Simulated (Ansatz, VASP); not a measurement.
# CsI in VASP and in Ansatz

```
CELL_PARAMETERS angstrom
4.66602 0.00000 0.00000
0.00000 4.66602 0.00000
0.00000 0.00000 4.66602
ATOMIC_POSITIONS crystal
Cs 0.00000 0.00000 0.00000
I 0.50000 0.50000 0.50000
```

Alike in both runs: task relaxation of cell and atoms; functional PBE; k mesh 6 × 6 × 6; no spin polarisation.

|  | VASP | Ansatz |
| --- | --- | --- |
| version | VASP 6.6.1 | Ansatz 0.2.0 |
| potentials or method | VASP PAW PBE potentials, release 64 (Cs_sv, I) | scalar-relativistic, plane waves, PAW |
| plane-wave cutoff (eV) | 600 | 420 |
| occupations | gaussian, width 0.01 eV | fixed |
| valence electrons in the cell | 16 | 26 |

```tsv
	VASP	Ansatz	Ansatz less VASP
gap on the k mesh at the Fermi level, each at its own relaxed structure (eV)	3.67	3.69	+0.018
relaxed volume (Å³/atom)	50.92	50.79	-0.130
relaxed cell length with the largest relative difference (Å)	4.670	4.666	-0.0040
```

The two sets of potentials don't hold the same shells in valence.

Caveats: spin-orbit coupling is left out, which moves the levels of the heavy elements. A k mesh can miss the band edges.
